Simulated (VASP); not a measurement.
A run of VASP 6.6.1 is set up as follows.

run.py

```python
from ase.calculators.vasp import Vasp
from ase.filters import UnitCellFilter
from ase.optimize import LBFGS
from ase.spacegroup import crystal

atoms = crystal(
    ['Ni', 'Si'],
    basis=[[0.0, 0.0, 0.0], [0.25, 0.25, 0.75]],
    spacegroup=225,
    setting=1,
    cellpar=[5.406, 5.406, 5.406, 90.0, 90.0, 90.0],
    primitive_cell=True,
)
atoms.set_initial_magnetic_moments([1.0, 0.0, 0.0])
calc = Vasp(
    directory='calc',
    xc='pbesol',
    pp='PBE',
    setups='minimal',
    prec='Accurate',
    encut=580,
    ediff=1e-06,
    ismear=-1,
    sigma=0.02,
    lreal=False,
    lasph=True,
    nelm=150,
    algo='Normal',
    isif=2,
    lwave=False,
    lcharg=False,
    ispin=2,
    lorbit=11,
    lmaxmix=4,
    ldautype=2,
    ldauprint=1,
    ldau_luj={'Ni': {'L': 2, 'U': 1, 'J': 1.0}},
    kpts=[9, 9, 9],
    gamma=True,
)
atoms.calc = calc
opt = LBFGS(UnitCellFilter(atoms), trajectory='relax.traj')
converged = opt.run(fmax=0.01, steps=40)
print('converged:', converged)

print('energy (eV):', atoms.get_potential_energy())
print('free energy (eV):', atoms.get_potential_energy(force_consistent=True))
print('forces (eV/A):')
print(atoms.get_forces())
print('stress (eV/A^3, Voigt):', atoms.get_stress())
print('Fermi level (eV):', calc.get_fermi_level())
print('moment (muB):', atoms.get_magnetic_moment())
print('site moments (muB):', atoms.get_magnetic_moments())
print('cell (A, degrees):', atoms.cell.cellpar())
print('volume (A^3):', atoms.get_volume())
print('scaled positions:')
print(atoms.get_scaled_positions())
```

Potentials or basis: VASP PAW PBE potentials, release 64 (Ni, Si).

The run is started by

```bash
$ python run.py
```

Task: Predict the net moment.

Result: 0.00 μB per cell.

Task: What does it give for the relaxed cell?

Result: a = 3.818 Å, b = 3.818 Å, c = 3.818 Å, α = 60.00°, β = 60.00°, γ = 60.00°.

Task: Predict the relaxed volume.

Result: 13.12 Å³/atom.

Step by step:
```tsv
step	energy change (eV)	largest force (eV/Å)	pressure (GPa)	volume (Å³)
1	0.0000	0.0000	-0.56	39.50
2	-0.0001	0.0000	-0.46	39.47
3	-0.0003	0.0000	0.02	39.35
```

Caveat: the PAW data sets were made with another functional, which shifts forces and pressure a little; the U is typed as a test and isn't derived for this compound. The state reached can hang on the start; a lower one may exist.
